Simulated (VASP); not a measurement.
# W in VASP: notebook, part 3 of 3

VASP 6.6.1. The steps go on from the part before.

## Step 5: Work function, RPBE

File INCAR:

```
  PREC = Accurate
  ENCUT = 520
  EDIFF = 1E-6
  ISMEAR = 0
  SIGMA = 0.1
  LREAL = F
  LASPH = T
  NELM = 100
  ALGO = Fast
  ISIF = 2
  LWAVE = F
  LCHARG = T
  GGA = RP
  LELF = T
  LVHAR = T
  LVACPOTAV = T
```

File KPOINTS:

```
regular mesh
0
Gamma
  12 12 1
```

File POSCAR:

```
W
1.0
    3.1650000000      0.0000000000      0.0000000000
    1.5825000000      2.2379929625      0.0000000000
    0.0000000000      0.0000000000     27.4279577747
W
7
Direct
    0.0000000000      0.0000000000      0.2552140432
    0.5000000000      0.0000000000      0.3368093621
    0.0000000000      0.0000000000      0.4184046811
    0.5000000000      0.0000000000      0.5000000000
    0.0000000000      0.0000000000      0.5815953189
    0.5000000000      0.0000000000      0.6631906379
    0.0000000000      0.0000000000      0.7447859568
```

Potentials or basis: VASP PAW PBE potentials, release 64 (W_sv).

On the command line:

```
$ cat potpaw_PBE.64/W_sv/POTCAR > POTCAR
$ mpirun -np 1 vasp_std > vasp.out
```

OUTCAR:

```text
PREC = Accurate
   ENCUT = 520
   EDIFF = 1E-6
   ISMEAR = 0
   LREAL = F
   LASPH = T
   NELM = 100
   ISIF = 2
   GGA = RP

 ion  position               nearest neighbor table
   1  0.000  0.000  0.255-   2 2.74   2 2.74   2 3.16   2 3.16
   2  0.500  0.000  0.337-   1 2.74   1 2.74   3 2.74   3 2.74   1 3.16   1 3.16   3 3.17   3 3.17

   3  0.000  0.000  0.418-   4 2.74   4 2.74   2 2.74   2 2.74   4 3.16   4 3.16   2 3.17   2 3.17

   4  0.500  0.000  0.500-   3 2.74   5 2.74   3 2.74   5 2.74   3 3.16   5 3.16   3 3.16   5 3.16

   5  0.000  0.000  0.582-   4 2.74   4 2.74   6 2.74   6 2.74   4 3.16   4 3.16   6 3.17   6 3.17

   6  0.500  0.000  0.663-   7 2.74   7 2.74   5 2.74   5 2.74   7 3.16   7 3.16   5 3.17   5 3.17

   7  0.000  0.000  0.745-   6 2.74   6 2.74   6 3.16   6 3.16

  LATTYP: Found a base centered orthorhombic cell.
 ALAT       =     3.1650000000
 B/A-ratio  =     1.4142135624
 C/A-ratio  =     8.6660214138

  Lattice vectors:

 A1 = (   1.5825000000,  -2.2379929625,   0.0000000000)
 A2 = (   1.5825000000,   2.2379929625,   0.0000000000)
 A3 = (   0.0000000000,   0.0000000000,  27.4279577747)

Analysis of symmetry for initial positions (statically):
=====================================================================
 Subroutine PRICEL returns:
 Original cell was already a primitive cell.

 Routine SETGRP: Setting up the symmetry group for a
 base centered orthorhombic supercell.

 Subroutine GETGRP returns: Found  8 space group operations
 (whereof  8 operations were pure point group operations)
 out of a pool of  8 trial point group operations.

The static configuration has the point symmetry D_2h.

Analysis of symmetry for dynamics (positions and initial velocities):
=====================================================================
 Subroutine PRICEL returns:
 Original cell was already a primitive cell.

 Routine SETGRP: Setting up the symmetry group for a
 base centered orthorhombic supercell.

 Subroutine GETGRP returns: Found  8 space group operations
 (whereof  8 operations were pure point group operations)
 out of a pool of  8 trial point group operations.

The dynamic configuration has the point symmetry D_2h.

 Subroutine INISYM returns: Found  8 space group operations
 (whereof  8 operations are pure point group operations),
 and found     1 'primitive' translations

----------------------------------------------------------------------------------------

                                     Primitive cell

  volume of cell :     194.2790

  direct lattice vectors                    reciprocal lattice vectors
     3.165000000  0.000000000  0.000000000     0.315955766 -0.223414465  0.000000000
     1.582500000  2.237992962  0.000000000     0.000000000  0.446828930  0.000000000
     0.000000000  0.000000000 27.427957775     0.000000000  0.000000000  0.036459149

  length of vectors
     3.165000000  2.740970403 27.427957775     0.386965204  0.446828930  0.036459149

  position of ions in fractional coordinates (direct lattice)
     0.000000000  0.000000000  0.255214043
     0.500000000  0.000000000  0.336809362
     0.000000000  0.000000000  0.418404681
     0.500000000  0.000000000  0.500000000
     0.000000000  0.000000000  0.581595319
[... 36 lines left out ...]

 Found     43 irreducible k-points:

 Following reciprocal coordinates:
            Coordinates               Weight
  0.000000  0.000000  0.000000      1.000000
  0.083333 -0.000000  0.000000      4.000000
  0.166667 -0.000000  0.000000      4.000000
  0.250000 -0.000000  0.000000      4.000000
  0.333333  0.000000  0.000000      4.000000
  0.416667 -0.000000  0.000000      4.000000
[... 16 lines left out ...]
 -0.416667  0.166667  0.000000      4.000000
 -0.333333  0.166667  0.000000      4.000000
 [... further k-points ...]
   k-points           NKPTS =     43   k-points in BZ     NKDIM =     43   number of bands    NBANDS=     58
   number of dos      NEDOS =    301   number of ions     NIONS =      7
   total plane-waves  NPLWV = 100800
   dimension x,y,z NGX =    24 NGY =   20 NGZ =  210
   dimension x,y,z NGXF=    48 NGYF=   40 NGZF=  420
   ions per type =               7
   NGX,Y,Z   is equivalent  to a cutoff of  12.61, 12.13, 12.73 a.u.
   NGXF,Y,Z  is equivalent  to a cutoff of  25.21, 24.26, 25.46 a.u.
 SYSTEM =  unknown system
   PREC   = accura    normal or accurate (medium, high low for compatibility)
   ISTART =      0    job   : 0-new  1-cont  2-samecut
   ICHARG =      2    charge: 1-file 2-atom 10-const
   ISPIN  =      1    spin polarized calculation?
   LNONCOLLINEAR =      F non collinear calculations
   LSORBIT =      F    spin-orbit coupling
   LASPH  =      T    aspherical Exc in radial PAW
   ENCUT  =  520.0 eV  38.22 Ry    6.18 a.u.   5.88  5.10 51.00*2*pi/ulx,y,z
   NELM   =    100;   NELMIN=  2; NELMDL= -5     # of ELM steps
   EDIFF  = 0.1E-05   stopping-criterion for ELM
   LREAL  =      F    real-space projection
   EDIFFG = 0.1E-04   stopping-criterion for IOM
   NSW    =      0    number of steps for IOM
   IBRION =     -1    ionic relax: 0-MD 1-quasi-New 2-CG
   NFREE  =      0    steps in history (QN), initial steepest desc. (CG)
   ISIF   =      2    stress and relaxation
   ISYM   =      2    0-nonsym 1-usesym 2-fastsym
   POTIM  = 0.5000    time-step for ionic-motion
   TEBEG  =    0.0;   TEEND  =   0.0 temperature during run
   PSTRESS=    0.0 pullay stress
   NELECT =      98.0000    total number of electrons
   NUPDOWN=      -1.0000    fix difference up-down
   EMIN   =  10.00;   EMAX   =-10.00  energy-range for DOS
   EFERMI =   0.00;   METHOD = LEGACY
   ISMEAR =     0;   SIGMA  =   0.10  broadening in eV -4-tet -1-fermi 0-gaus
   EFERMI_NEDOS =   21; number of points for ismear=-14 and -15
   IALGO  =     68    algorithm
   IMIX   =      4    mixing-type and parameters
     AMIX     =   0.40;   BMIX     =  1.00
     AMIX_MAG =   1.60;   BMIX_MAG =  1.00
  volume/ion in A,a.u.               =      27.75       187.29
  Fermi-wavevector in a.u.,A,eV,Ry     =   1.303191  2.462675 23.106883  1.698308
  Thomas-Fermi vector in A             =   2.434210
   LORBIT       =      0    0 simple, 1 ext, 2 COOP (PROOUT), +10 PAW based schemes
   GGA     = RP    functional components
   LHFCALC =     F    Hartree Fock is set to
   AEXX    =    0.0000 exact exchange contribution
   IVDW    =     0    specifies the selected vdW correction
   LEPSILON=     F    determine dielectric tensor
   LRPA    =     F    only Hartree local field effects (RPA)
 non-spin polarized calculation
 RMM-DIIS sequential band-by-band and
 Gauss-broadening in eV      SIGMA  =   0.10
  energy-cutoff  :      520.00
  volume of cell :      194.28
 maximum number of plane-waves:      5290
   NGX = 11   NGY = 11   NGZ =101

 number of electron      97.9999997 magnetization

 Free energy of the ion-electron system (eV)
  ---------------------------------------------------
  ext. energy  EPLUGINS =         0.00000000
  ---------------------------------------------------
  free energy    TOTEN  =       -84.04765880 eV

  energy without entropy =      -84.03017240  energy(sigma->0) =      -84.03891560

 E-fermi :   4.6220     XC(G=0):  -8.5593

 val. band max:        4.6184211961   @ k =   0.0000   0.1667   0.0000
 cond. band min:       4.6337866403   @ k =  -0.3333   0.2500   0.0000
 fundamental gap:      0.0153654442
 Fermi energy:         4.6219834302

 k-point     1 :       0.0000    0.0000    0.0000
  band No.  band energies     occupation
      1     -69.5936      2.00000
      2     -69.5882      2.00000
      3     -69.5493      2.00000
      4     -69.4953      2.00000
      5     -69.4699      2.00000
      6     -69.4607      2.00000
[... 1453 lines left out ...]
     57       7.1415      0.00000
     58       7.6194      0.00000

 [... further k-points ...]
[... 5 lines left out ...]
  --------------------------------------------------------------------------------------
  -------------------------------------------------------------------------------------
  Total        0.7601767      1.5270359      2.5856082      0.0000000      0.0000000      0.0000000
  in kB        6.2690141     12.5931368     21.3229552      0.0000000      0.0000000      0.0000000
  external PRESSURE =      13.3950353 kB  Pullay stress =       0.0000000 kB

 VOLUME and BASIS-vectors are now :
 -----------------------------------------------------------------------------
  energy-cutoff  :      520.00
  volume of cell :      194.28
      direct lattice vectors                 reciprocal lattice vectors
     3.165000000  0.000000000  0.000000000     0.315955766 -0.223414465  0.000000000
     1.582500000  2.237992962  0.000000000     0.000000000  0.446828930  0.000000000
     0.000000000  0.000000000 27.427957775     0.000000000  0.000000000  0.036459149

 POSITION                                       TOTAL-FORCE (eV/Angst)
 -----------------------------------------------------------------------------------
      0.00000      0.00000      7.00000         0.000000     -0.000000      0.246496
      1.58250      0.00000      9.23799         0.000000     -0.000000     -0.667461
      0.00000      0.00000     11.47599        -0.000000      0.000000     -0.005478
      1.58250      0.00000     13.71398        -0.000000      0.000000      0.000000
      0.00000      0.00000     15.95197        -0.000000      0.000000      0.005478
      1.58250      0.00000     18.18996        -0.000000      0.000000      0.667461
      0.00000      0.00000     20.42796         0.000000      0.000000     -0.246496
 -----------------------------------------------------------------------------------
    total drift:                                0.000000      0.000000     -0.000000

  FREE ENERGIE OF THE ION-ELECTRON SYSTEM (eV)
  ---------------------------------------------------
  free  energy   TOTEN  =       -84.0476587961 eV

  energy  without entropy=      -84.0301724009  energy(sigma->0) =      -84.03891560
```

It took 19 min on 1 thread of Intel Xeon Platinum 8488C (Sapphire Rapids), shared host; peak memory 0.51 GiB.

Results:

```yaml
Free_energy: -84.0477 eV
Largest_force: 0.667 eV/Å
Band_gap_on_the_k_mesh: none (metal or under the smearing width)
```

Forces in eV/Å, atoms in the order of the input:
```
W    0.000  0.000  0.246
W    0.000  0.000 -0.667
W    0.000  0.000 -0.005
W    0.000  0.000  0.000
W    0.000  0.000  0.005
W    0.000  0.000  0.667
W    0.000  0.000 -0.246
```

Levels at points of the mesh, in eV from the Fermi level:
| k point | band 45 | band 46 | band 47 | band 48 | band 49 | band 50 | band 51 | band 52 | band 53 | band 54 |
| --- | --- | --- | --- | --- | --- | --- | --- | --- | --- | --- |
| (0.00, 0.00, 0.00) | -1.30 | -1.30 | -1.23 | -1.02 | -0.83 | -0.43 | 0.05 | 0.54 | 0.55 | 1.63 |
| (0.50, 0.00, 0.00) | -1.24 | -0.51 | -0.13 | 0.72 | 1.03 | 1.82 | 1.92 | 1.92 | 2.04 | 2.08 |
| (0.00, 0.50, 0.00) | -0.39 | 0.33 | 0.35 | 1.12 | 1.14 | 1.16 | 1.34 | 1.62 | 1.88 | 2.86 |

Caveat: the PAW data sets were made with another functional, which shifts forces and pressure a little. Spin-orbit coupling is left out, which matters for the levels of W.

## Step 6: The runs side by side

```tsv
level	potentials or basis	gap on the mesh (eV)	largest force (eV/Å)
PBE	VASP PAW PBE potentials, release 64 (W_sv)	none	0.66
LDA	VASP PAW LDA potentials, release 64 (W_sv)	none	1.00
PBEsol	VASP PAW PBE potentials, release 64 (W_sv)	none	0.80
RPBE	VASP PAW PBE potentials, release 64 (W_sv)	none	0.67
```

Alike in all rows: task work function; no spin polarisation; cell as given; k mesh 12 × 12 × 1; cutoff (eV) 520; smearing gaussian 0.1 eV.

Caveats: the PAW data sets were made with another functional, which shifts forces and pressure a little (some runs).

Total energies depend on the potentials used, so only differences within one code and one set of settings carry meaning.
